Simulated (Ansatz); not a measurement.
# AlCo: energy and stress against strain

Aim: for AlCo, strain the cell along the Voigt pattern (1, 1, 0, 0, 0, 0).

Method: DFT PBEsol, scalar-relativistic, plane waves, PAW, in Ansatz 0.2.0.

1 further run of the same task is left out (set aside as unsound or not needed).

## Step 1: The starting structure

The structure is cubic, space group Pm-3m (No. 221). The conventional cell has a = 2.823 Å, b = 2.823 Å, c = 2.823 Å, α = 90.00°, β = 90.00°, γ = 90.00°. Al (site symmetry m-3m) is surrounded by 8 Co at 2.44 Å. Co (site symmetry m-3m) has 8 Al at 2.44 Å as nearest neighbours.

Structure file:

```cif
data_structure
_symmetry_space_group_name_H-M 'Pm-3m'
_symmetry_Int_Tables_number 221
_cell_length_a 2.8226
_cell_length_b 2.8226
_cell_length_c 2.8226
_cell_angle_alpha 90.000
_cell_angle_beta 90.000
_cell_angle_gamma 90.000
_cell_volume 22.49
loop_
_atom_site_label
_atom_site_type_symbol
_atom_site_symmetry_multiplicity
_atom_site_Wyckoff_symbol
_atom_site_fract_x
_atom_site_fract_y
_atom_site_fract_z
_atom_site_occupancy
Al1 Al 1 a 0.00000 0.00000 0.00000 1
Co1 Co 1 b 0.50000 0.50000 0.50000 1
```

It goes back to an entry of the Materials Project.

It is the result of an earlier relaxation at this level (volume 11.24 Å³/atom; gap on the mesh: none (metal)).

## Step 2: The reference cell

Reference values: F = -5618.7779 eV; pressure 0.04 GPa; largest force 0.000 eV/Å; gap on the mesh none (metal). It was computed beforehand with the settings of the runs below.

## Step 3: Setting up energy and stress against strain

The cell is strained by ε times the Voigt pattern (1, 1, 0, 0, 0, 0) (xx, yy, zz, yz, xz, xy; engineering shear), with fractional coordinates fixed (clamped ions). The stress on the pattern is the sum of the stress components weighted by it, tension positive.

## Step 4: At ε = -0.0600

Input file input.yaml:

```yaml
crystal:
  lattice:
    - [2.6532304036, 0.0, 0.0]
    - [0.0, 2.6532304036, 0.0]
    - [0.0, 0.0, 2.8225855357]
  atoms:
    - { symbol: Al, position: [0.0, 0.0, 0.0] }
    - { symbol: Co, position: [0.5, 0.5, 0.5] }
basis:
  ecutwfc: 420
kpoints:
  mp_grid: { grid: [22, 22, 22] }
hamiltonian:
  xc: pbesol
scf:
  occupations: { method: gaussian, width: 0.15 }
output:
  forces: true
  stress: true
  eigenvalues: true
```

Command:

```
ansatz run input.yaml --threads 1 --pin off --max-ram 2560MiB --backend cpu --events-out ev --progress --plain --runs-dir out
```

Output, cut to the lines that bear on the results:

```text
Warning: RAYON_NUM_THREADS=1 ignored (pool sized by the plan → 1); use --threads N
[...]
Pseudopotentials: kind: paw
Pseudopotential: Al, paw, valence charge 3, recommended cutoff 420 eV (normal), Al.paw.azcp
Pseudopotential: Co, paw, valence charge 17, recommended cutoff 420 eV (normal), Co.paw.azcp
Functional definition: PBEsol
[...]
Crystal: 2 atoms, lattice volume = 19.870 Å³
Basis set: ecut = 420 eV, 397 PW (Γ), exchange–correlation on 36×36×40 points (8 copies of the dense FFT grid, shifted against one another)
Bands: 14, of which v1, the nominal top of the filled ones, is band 10 counted from 1 (9 counted from 0)
Symmetry: 16 space group operations
Space group: P4/mmm (ITA 123), of the structure as read, at distance tolerance 2.7e-5 Å
k-points: 936 of 10648
[...]
SCF iter   1: F=—  HF=-5618.531418 eV  |F-HF|=—  |Δ(HF+E_count)|=         —  Δρ=3.29e-2  dr2=1.32e-1  ethr=1.77e-3  ⟨swp⟩=4.2  Hψ=60228  notcnv=0
[...]
SCF iter   6: F=-5618.514152 eV  HF=-5618.514152 eV  |F-HF|=1.73e-10  |Δ(HF+E_count)|=   1.40e-9  Δρ=2.87e-6  dr2=4.80e-10  ethr=7.02e-11  ⟨swp⟩=2.0  Hψ=40317  notcnv=0
[...]
SCF converged after 6 iterations
Free energy (F): -5618.514152 eV
[...]
E sigma→0 (E₀):  -5618.509556 eV
Entropy (-TS):   -0.009192 eV (-4.596 meV/atom)
Fermi energy:    17.062545 eV
[...]
--- Forces (eV/Å), atoms counted from 1 ---
  atom   1  Al    -0.00000000     0.00000000     0.00000000
  atom   2  Co     0.00000000     0.00000000     0.00000000
[...]
--- Stress (GPa, compression-positive) ---
       35.974625       0.000000       0.000000
        0.000000      35.974625       0.000000
        0.000000       0.000000      23.714989
  P = ⅓ Tr σ = 31.8881 GPa (318.881 kbar)
--- Band table (eV; the first three rows and the last of 936) ---
  k-point 0: bands = ["-77.4807", "-40.9582", "-40.8861", "-40.8861", "5.0069", "13.3471", "13.4846", "16.0996", "16.0996", "16.3662", "22.3226", "24.7812", "24.7812", "26.2251"]
[...]
```

Run time: 7.5 s. Hardware: 1 thread of Intel Xeon 6975P-C (Granite Rapids), shared host; peak memory 0.56 GiB.

## Step 5: ε = 0.0450

input.yaml: that of step 4 with these lines changed.

```diff
@@ -2,4 +2,4 @@
   lattice:
-    - [2.6532304036, 0.0, 0.0]
-    - [0.0, 2.6532304036, 0.0]
+    - [2.9496018848, 0.0, 0.0]
+    - [0.0, 2.9496018848, 0.0]
     - [0.0, 0.0, 2.8225855357]
```

Command:

```
ansatz run input.yaml --threads 1 --pin off --max-ram 2560MiB --backend cpu --events-out ev --progress --plain --runs-dir out
```

Output, cut to the lines that bear on the results:

```text
[...]
SCF converged after 6 iterations
Free energy (F): -5618.665240 eV
[...]
E sigma→0 (E₀):  -5618.658945 eV
Entropy (-TS):   -0.012591 eV (-6.295 meV/atom)
Fermi energy:    13.306406 eV
[...]
--- Forces (eV/Å), atoms counted from 1 ---
  atom   1  Al    -0.00000000     0.00000000     0.00000000
  atom   2  Co     0.00000000    -0.00000000     0.00000000
[...]
--- Stress (GPa, compression-positive) ---
      -16.132374       0.000000       0.000000
        0.000000     -16.132374       0.000000
        0.000000       0.000000      -9.242801
  P = ⅓ Tr σ = -13.8358 GPa (-138.358 kbar)
--- Band table (eV; the first three rows and the last of 936) ---
  k-point 0: bands = ["-80.9808", "-44.4289", "-44.4289", "-44.3773", "2.6615", "10.5899", "10.6555", "12.5141", "12.6810", "12.6810", "18.4986", "18.4986", "20.0581", "21.6916"]
[...]
```

Wall time 7.6 s (1 thread of Intel Xeon 6975P-C (Granite Rapids), shared host); peak memory 0.61 GiB.

## Step 6: ε = -0.0300

input.yaml: that of step 5 with these lines changed.

```diff
@@ -2,4 +2,4 @@
   lattice:
-    - [2.9496018848, 0.0, 0.0]
-    - [0.0, 2.9496018848, 0.0]
+    - [2.7379079696, 0.0, 0.0]
+    - [0.0, 2.7379079696, 0.0]
     - [0.0, 0.0, 2.8225855357]
```

Command:

```
ansatz run input.yaml --threads 1 --pin off --max-ram 2560MiB --backend cpu --events-out ev --progress --plain --runs-dir out
```

Output, cut to the lines that bear on the results:

```text
Warning: RAYON_NUM_THREADS=1 ignored (pool sized by the plan → 1); use --threads N
[...]
Pseudopotentials: kind: paw
Pseudopotential: Al, paw, valence charge 3, recommended cutoff 420 eV (normal), Al.paw.azcp
Pseudopotential: Co, paw, valence charge 17, recommended cutoff 420 eV (normal), Co.paw.azcp
Functional definition: PBEsol
[...]
Crystal: 2 atoms, lattice volume = 21.158 Å³
Basis set: ecut = 420 eV, 421 PW (Γ), exchange–correlation on 40×40×40 points (8 copies of the dense FFT grid, shifted against one another)
Bands: 14, of which v1, the nominal top of the filled ones, is band 10 counted from 1 (9 counted from 0)
Symmetry: 16 space group operations
Space group: P4/mmm (ITA 123), of the structure as read, at distance tolerance 2.8e-5 Å
k-points: 936 of 10648
[...]
SCF iter   1: F=—  HF=-5618.731984 eV  |F-HF|=—  |Δ(HF+E_count)|=         —  Δρ=3.09e-2  dr2=1.24e-1  ethr=1.77e-3  ⟨swp⟩=4.1  Hψ=59996  notcnv=0
[...]
SCF iter   6: F=-5618.716816 eV  HF=-5618.716816 eV  |F-HF|=5.93e-10  |Δ(HF+E_count)|=   7.03e-9  Δρ=4.05e-6  dr2=8.45e-10  ethr=8.30e-11  ⟨swp⟩=2.2  Hψ=43616  notcnv=0
[...]
SCF converged after 6 iterations
Free energy (F): -5618.716816 eV
[...]
E sigma→0 (E₀):  -5618.712437 eV
Entropy (-TS):   -0.008758 eV (-4.379 meV/atom)
Fermi energy:    15.928569 eV
[...]
--- Forces (eV/Å), atoms counted from 1 ---
  atom   1  Al    -0.00000000    -0.00000000     0.00000000
  atom   2  Co     0.00000000    -0.00000000     0.00000000
[...]
--- Stress (GPa, compression-positive) ---
       15.491406       0.000000       0.000000
        0.000000      15.491406       0.000000
        0.000000       0.000000       9.909082
  P = ⅓ Tr σ = 13.6306 GPa (136.306 kbar)
--- Band table (eV; the first three rows and the last of 936) ---
  k-point 0: bands = ["-78.5985", "-42.0516", "-42.0179", "-42.0179", "4.2495", "12.5079", "12.5677", "15.0038", "15.0038", "15.1296", "21.5931", "22.7642", "22.7642", "24.9288"]
[...]
```

Wall time 6.8 s (1 thread of Intel Xeon 6975P-C (Granite Rapids), shared host); peak memory 0.57 GiB.

## Step 7: At ε = 0.0150

input.yaml: that of step 6 with these lines changed.

```diff
@@ -2,4 +2,4 @@
   lattice:
-    - [2.7379079696, 0.0, 0.0]
-    - [0.0, 2.7379079696, 0.0]
+    - [2.8649243187, 0.0, 0.0]
+    - [0.0, 2.8649243187, 0.0]
     - [0.0, 0.0, 2.8225855357]
```

Command:

```
ansatz run input.yaml --threads 1 --pin off --max-ram 2560MiB --backend cpu --events-out ev --progress --plain --runs-dir out
```

Output, cut to the lines that bear on the results:

```text
[...]
SCF converged after 6 iterations
Free energy (F): -5618.764475 eV
[...]
E sigma→0 (E₀):  -5618.759609 eV
Entropy (-TS):   -0.009733 eV (-4.866 meV/atom)
Fermi energy:    14.315515 eV
[...]
--- Forces (eV/Å), atoms counted from 1 ---
  atom   1  Al     0.00000000     0.00000000     0.00000000
  atom   2  Co     0.00000000    -0.00000000    -0.00000000
[...]
--- Stress (GPa, compression-positive) ---
       -6.183448      -0.000000      -0.000000
       -0.000000      -6.183448      -0.000000
       -0.000000      -0.000000      -3.645936
  P = ⅓ Tr σ = -5.3376 GPa (-53.376 kbar)
--- Band table (eV; the first three rows and the last of 936) ---
  k-point 0: bands = ["-80.0912", "-43.5279", "-43.5279", "-43.5104", "3.2504", "11.3328", "11.3581", "13.4880", "13.5467", "13.5467", "20.0838", "20.0838", "20.6286", "23.0063"]
[...]
```

Wall time 7.4 s (1 thread of Intel Xeon 6975P-C (Granite Rapids), shared host); peak memory 0.6 GiB.

## Step 8: At ε = 0.0600

input.yaml: that of step 7 with these lines changed.

```diff
@@ -2,4 +2,4 @@
   lattice:
-    - [2.8649243187, 0.0, 0.0]
-    - [0.0, 2.8649243187, 0.0]
+    - [2.9919406678, 0.0, 0.0]
+    - [0.0, 2.9919406678, 0.0]
     - [0.0, 0.0, 2.8225855357]
```

Command:

```
ansatz run input.yaml --threads 1 --pin off --max-ram 2560MiB --backend cpu --events-out ev --progress --plain --runs-dir out
```

Output, cut to the lines that bear on the results:

```text
[...]
SCF converged after 6 iterations
Free energy (F): -5618.584840 eV
[...]
E sigma→0 (E₀):  -5618.577815 eV
Entropy (-TS):   -0.014051 eV (-7.025 meV/atom)
Fermi energy:    12.829546 eV
[...]
--- Forces (eV/Å), atoms counted from 1 ---
  atom   1  Al     0.00000000     0.00000000     0.00000000
  atom   2  Co     0.00000000    -0.00000000    -0.00000000
[...]
--- Stress (GPa, compression-positive) ---
      -20.031109      -0.000000      -0.000000
       -0.000000     -20.031109      -0.000000
       -0.000000      -0.000000     -11.380538
  P = ⅓ Tr σ = -17.1476 GPa (-171.476 kbar)
--- Band table (eV; the first three rows and the last of 936) ---
  k-point 0: bands = ["-81.3989", "-44.8520", "-44.8520", "-44.7854", "2.3872", "10.2399", "10.3197", "12.0587", "12.2743", "12.2743", "17.7599", "17.7599", "19.7916", "21.0681"]
[...]
```

Wall time 8.4 s (1 thread of Intel Xeon 6975P-C (Granite Rapids), shared host); peak memory 0.61 GiB.

## Step 9: ε = -0.0450

input.yaml: that of step 8 with these lines changed.

```diff
@@ -2,4 +2,4 @@
   lattice:
-    - [2.9919406678, 0.0, 0.0]
-    - [0.0, 2.9919406678, 0.0]
+    - [2.6955691866, 0.0, 0.0]
+    - [0.0, 2.6955691866, 0.0]
     - [0.0, 0.0, 2.8225855357]
```

Command:

```
ansatz run input.yaml --threads 1 --pin off --max-ram 2560MiB --backend cpu --events-out ev --progress --plain --runs-dir out
```

Output, cut to the lines that bear on the results:

```text
Warning: RAYON_NUM_THREADS=1 ignored (pool sized by the plan → 1); use --threads N
[...]
Pseudopotentials: kind: paw
Pseudopotential: Al, paw, valence charge 3, recommended cutoff 420 eV (normal), Al.paw.azcp
Pseudopotential: Co, paw, valence charge 17, recommended cutoff 420 eV (normal), Co.paw.azcp
Functional definition: PBEsol
[...]
Crystal: 2 atoms, lattice volume = 20.509 Å³
Basis set: ecut = 420 eV, 405 PW (Γ), exchange–correlation on 40×40×40 points (8 copies of the dense FFT grid, shifted against one another)
Bands: 14, of which v1, the nominal top of the filled ones, is band 10 counted from 1 (9 counted from 0)
Symmetry: 16 space group operations
Space group: P4/mmm (ITA 123), of the structure as read, at distance tolerance 2.7e-5 Å
k-points: 936 of 10648
[...]
SCF iter   1: F=—  HF=-5618.651470 eV  |F-HF|=—  |Δ(HF+E_count)|=         —  Δρ=3.21e-2  dr2=1.29e-1  ethr=1.77e-3  ⟨swp⟩=4.1  Hψ=60069  notcnv=0
[...]
SCF iter   6: F=-5618.635242 eV  HF=-5618.635242 eV  |F-HF|=7.97e-10  |Δ(HF+E_count)|=   6.13e-9  Δρ=4.65e-6  dr2=1.22e-9  ethr=8.11e-11  ⟨swp⟩=2.1  Hψ=44191  notcnv=0
[...]
SCF converged after 6 iterations
Free energy (F): -5618.635242 eV
[...]
E sigma→0 (E₀):  -5618.630691 eV
Entropy (-TS):   -0.009102 eV (-4.551 meV/atom)
Fermi energy:    16.487401 eV
[...]
--- Forces (eV/Å), atoms counted from 1 ---
  atom   1  Al    -0.00000000     0.00000000     0.00000000
  atom   2  Co     0.00000000     0.00000000     0.00000000
[...]
--- Stress (GPa, compression-positive) ---
       25.015447       0.000000       0.000000
        0.000000      25.015447       0.000000
        0.000000       0.000000      16.279246
  P = ⅓ Tr σ = 22.1034 GPa (221.034 kbar)
--- Band table (eV; the first three rows and the last of 936) ---
  k-point 0: bands = ["-78.0526", "-41.5173", "-41.4656", "-41.4656", "4.6182", "12.9200", "13.0159", "15.5384", "15.5384", "15.7322", "21.9484", "23.7479", "23.7479", "25.5669"]
[...]
```

Wall time 7 s (1 thread of Intel Xeon 6975P-C (Granite Rapids), shared host); peak memory 0.57 GiB.

## Step 10: Point ε = 0.0300

input.yaml: that of step 9 with these lines changed.

```diff
@@ -2,4 +2,4 @@
   lattice:
-    - [2.6955691866, 0.0, 0.0]
-    - [0.0, 2.6955691866, 0.0]
+    - [2.9072631018, 0.0, 0.0]
+    - [0.0, 2.9072631018, 0.0]
     - [0.0, 0.0, 2.8225855357]
@@ -20 +20,5 @@
   eigenvalues: true
+  write_density: true
+  write_potential: true
+  elf: true
+  volumetric_format: npy
```

Command:

```
ansatz run input.yaml --threads 1 --pin off --max-ram 2560MiB --backend cpu --events-out ev --progress --plain --runs-dir out
```

Output, cut to the lines that bear on the results:

```text
[...]
SCF converged after 6 iterations
Free energy (F): -5618.725988 eV
[...]
E sigma→0 (E₀):  -5618.720433 eV
Entropy (-TS):   -0.011110 eV (-5.555 meV/atom)
Fermi energy:    13.802044 eV
[...]
--- Forces (eV/Å), atoms counted from 1 ---
  atom   1  Al     0.00000000     0.00000000     0.00000000
  atom   2  Co     0.00000000    -0.00000000    -0.00000000
[...]
--- Stress (GPa, compression-positive) ---
      -11.544602      -0.000000      -0.000000
       -0.000000     -11.544602      -0.000000
       -0.000000      -0.000000      -6.694139
  P = ⅓ Tr σ = -9.9278 GPa (-99.278 kbar)
--- Band table (eV; the first three rows and the last of 936) ---
  k-point 0: bands = ["-80.5453", "-43.9880", "-43.9880", "-43.9529", "2.9489", "10.9539", "11.0014", "12.9901", "13.1046", "13.1046", "19.2726", "19.2726", "20.3368", "22.3374"]
[...]
```

Run time: 9.8 s. Hardware: 1 thread of Intel Xeon 6975P-C (Granite Rapids), shared host; peak memory 0.57 GiB.

Density in a lattice plane of the grid's cell (edges 2.91 and 2.82 Å, at 0.000 of the third edge), which holds Al.

Values in e/Å³, 12 rows by 12 columns:
```
0.07 0.08 0.12 0.19 0.23 0.22 0.22 0.22 0.23 0.19 0.12 0.08
0.10 0.11 0.17 0.22 0.24 0.23 0.22 0.23 0.24 0.22 0.17 0.11
0.17 0.19 0.22 0.24 0.24 0.23 0.23 0.23 0.24 0.24 0.22 0.19
0.23 0.23 0.24 0.25 0.24 0.24 0.24 0.24 0.24 0.25 0.24 0.23
0.23 0.23 0.24 0.24 0.24 0.24 0.23 0.24 0.24 0.24 0.24 0.23
0.23 0.23 0.23 0.24 0.24 0.23 0.22 0.23 0.24 0.24 0.23 0.23
0.23 0.23 0.24 0.24 0.24 0.24 0.23 0.24 0.24 0.24 0.24 0.23
0.23 0.23 0.24 0.25 0.24 0.24 0.24 0.24 0.24 0.25 0.24 0.23
0.17 0.19 0.22 0.24 0.24 0.23 0.23 0.23 0.24 0.24 0.22 0.19
0.10 0.11 0.17 0.22 0.24 0.23 0.22 0.23 0.24 0.22 0.17 0.11
0.07 0.08 0.12 0.19 0.23 0.22 0.22 0.22 0.23 0.19 0.12 0.08
0.06 0.07 0.10 0.18 0.22 0.22 0.22 0.22 0.22 0.18 0.10 0.07
```
Columns run along the first of these edges and rows up along the second, over one cell in 12 and 12 even steps from the bottom left corner. Atoms in the plane (fractional): Al at (0.00, 0.00).

ELF in the same plane.

Values, 12 rows by 12 columns:
```
0.08 0.04 0.06 0.28 0.47 0.49 0.48 0.49 0.47 0.28 0.06 0.04
0.03 0.06 0.19 0.41 0.50 0.48 0.46 0.48 0.50 0.41 0.19 0.06
0.20 0.27 0.40 0.50 0.50 0.46 0.44 0.46 0.50 0.50 0.40 0.27
0.46 0.48 0.52 0.51 0.48 0.44 0.42 0.44 0.48 0.51 0.52 0.48
0.51 0.52 0.51 0.48 0.45 0.42 0.41 0.42 0.45 0.48 0.51 0.52
0.52 0.51 0.50 0.47 0.44 0.42 0.41 0.42 0.44 0.47 0.50 0.51
0.51 0.52 0.51 0.48 0.45 0.42 0.41 0.42 0.45 0.48 0.51 0.52
0.46 0.48 0.52 0.51 0.48 0.44 0.42 0.44 0.48 0.51 0.52 0.48
0.20 0.27 0.40 0.50 0.50 0.46 0.44 0.46 0.50 0.50 0.40 0.27
0.03 0.06 0.19 0.41 0.50 0.48 0.46 0.48 0.50 0.41 0.19 0.06
0.08 0.04 0.06 0.28 0.47 0.49 0.48 0.49 0.47 0.28 0.06 0.04
0.14 0.08 0.03 0.22 0.45 0.48 0.48 0.48 0.45 0.22 0.03 0.08
```
Columns run along the first of these edges and rows up along the second, over one cell in 12 and 12 even steps from the bottom left corner. Atoms in the plane (fractional): Al at (0.00, 0.00).

Both are smooth fields of the valence electrons: close to the nuclei they are not physical.

Outside the cores ELF peaks at 0.52 beside Al, off the lines to its neighbours, 1.1 Å from Al; 0.52 in the shell around Al, 1.1 Å from Al.

## Step 11: At ε = -0.0150

input.yaml: that of step 10 with these lines changed.

```diff
@@ -2,4 +2,4 @@
   lattice:
-    - [2.9072631018, 0.0, 0.0]
-    - [0.0, 2.9072631018, 0.0]
+    - [2.7802467527, 0.0, 0.0]
+    - [0.0, 2.7802467527, 0.0]
     - [0.0, 0.0, 2.8225855357]
@@ -20,5 +20 @@
   eigenvalues: true
-  write_density: true
-  write_potential: true
-  elf: true
-  volumetric_format: npy
```

Command:

```
ansatz run input.yaml --threads 1 --pin off --max-ram 2560MiB --backend cpu --events-out ev --progress --plain --runs-dir out
```

Output, cut to the lines that bear on the results:

```text
[...]
SCF converged after 6 iterations
Free energy (F): -5618.763102 eV
[...]
E sigma→0 (E₀):  -5618.758864 eV
Entropy (-TS):   -0.008475 eV (-4.238 meV/atom)
Fermi energy:    15.381844 eV
[...]
--- Forces (eV/Å), atoms counted from 1 ---
  atom   1  Al    -0.00000000     0.00000000     0.00000000
  atom   2  Co     0.00000000    -0.00000000     0.00000000
[...]
--- Stress (GPa, compression-positive) ---
        7.217790       0.000000       0.000000
        0.000000       7.217790       0.000000
        0.000000       0.000000       4.520929
  P = ⅓ Tr σ = 6.3188 GPa (63.188 kbar)
--- Band table (eV; the first three rows and the last of 936) ---
  k-point 0: bands = ["-79.1195", "-42.5616", "-42.5447", "-42.5447", "3.8996", "12.1103", "12.1385", "14.4945", "14.4945", "14.5559", "21.2556", "21.8270", "21.8270", "24.3074"]
[...]
```

Run time: 6.9 s. Hardware: 1 thread of Intel Xeon 6975P-C (Granite Rapids), shared host; peak memory 0.58 GiB.

## Step 12: At ε = 0.0525

input.yaml: that of step 11 with these lines changed.

```diff
@@ -2,4 +2,4 @@
   lattice:
-    - [2.7802467527, 0.0, 0.0]
-    - [0.0, 2.7802467527, 0.0]
+    - [2.9707712763, 0.0, 0.0]
+    - [0.0, 2.9707712763, 0.0]
     - [0.0, 0.0, 2.8225855357]
```

Command:

```
ansatz run input.yaml --threads 1 --pin off --max-ram 2560MiB --backend cpu --events-out ev --progress --plain --runs-dir out
```

Output, cut to the lines that bear on the results:

```text
Warning: RAYON_NUM_THREADS=1 ignored (pool sized by the plan → 1); use --threads N
[...]
Pseudopotentials: kind: paw
Pseudopotential: Al, paw, valence charge 3, recommended cutoff 420 eV (normal), Al.paw.azcp
Pseudopotential: Co, paw, valence charge 17, recommended cutoff 420 eV (normal), Co.paw.azcp
Functional definition: PBEsol
[...]
Crystal: 2 atoms, lattice volume = 24.911 Å³
Basis set: ecut = 420 eV, 477 PW (Γ), exchange–correlation on 40×40×40 points (8 copies of the dense FFT grid, shifted against one another)
Bands: 14, of which v1, the nominal top of the filled ones, is band 10 counted from 1 (9 counted from 0)
Symmetry: 16 space group operations
Space group: P4/mmm (ITA 123), of the structure as read, at distance tolerance 2.9e-5 Å
k-points: 936 of 10648
[...]
SCF iter   1: F=—  HF=-5618.636019 eV  |F-HF|=—  |Δ(HF+E_count)|=         —  Δρ=2.25e-2  dr2=7.66e-2  ethr=1.77e-3  ⟨swp⟩=4.1  Hψ=60058  notcnv=0
[...]
SCF iter   6: F=-5618.627344 eV  HF=-5618.627344 eV  |F-HF|=7.98e-10  |Δ(HF+E_count)|=   1.75e-8  Δρ=2.96e-6  dr2=1.09e-9  ethr=1.53e-10  ⟨swp⟩=1.7  Hψ=41934  notcnv=0
[...]
SCF converged after 6 iterations
Free energy (F): -5618.627344 eV
[...]
E sigma→0 (E₀):  -5618.620681 eV
Entropy (-TS):   -0.013326 eV (-6.663 meV/atom)
Fermi energy:    13.065614 eV
[...]
--- Forces (eV/Å), atoms counted from 1 ---
  atom   1  Al    -0.00000000     0.00000000     0.00000000
  atom   2  Co     0.00000000    -0.00000000     0.00000000
[...]
--- Stress (GPa, compression-positive) ---
      -18.162765       0.000000       0.000000
        0.000000     -18.162765       0.000000
        0.000000       0.000000     -10.358569
  P = ⅓ Tr σ = -15.5614 GPa (-155.614 kbar)
--- Band table (eV; the first three rows and the last of 936) ---
  k-point 0: bands = ["-81.1919", "-44.6426", "-44.6426", "-44.5833", "2.5228", "10.4132", "10.4864", "12.2839", "12.4756", "12.4756", "18.1249", "18.1249", "19.9234", "21.3771"]
[...]
```

Wall time 8.3 s (1 thread of Intel Xeon 6975P-C (Granite Rapids), shared host); peak memory 0.61 GiB.

## Step 13: Results of the scan

The scan, with free energies counted from the undisturbed cell:

```tsv
ε	ΔE (meV/atom)	stress on the pattern (GPa)	pressure (GPa)
-0.0600	131.9	-71.95	31.9
-0.0450	71.3	-50.03	22.1
-0.0300	30.5	-30.98	13.6
-0.0150	7.4	-14.44	6.3
0.0000	0.0	-0.08	0.0
0.0150	6.7	12.37	-5.3
0.0300	25.9	23.09	-9.9
0.0450	56.3	32.26	-13.8
0.0525	75.3	36.33	-15.6
0.0600	96.5	40.06	-17.1
```

## Step 14: Outcome

| quantity | value |
| --- | --- |
| slope of the stress at ε = 0, over ±0.0150 | 893 GPa |

What this shows: The slope of the stress at zero strain, 893 GPa, estimates C11 + C22 + 2 C12 with clamped ions in this Cartesian frame; letting the atoms relax could not make it stiffer. No sampled point lies below the undisturbed cell. Compression costs more than tension: 131.9 against 96.5 meV/atom at the ends. The final runs have no spin polarisation, so no magnetic state was tried and one may lie lower.
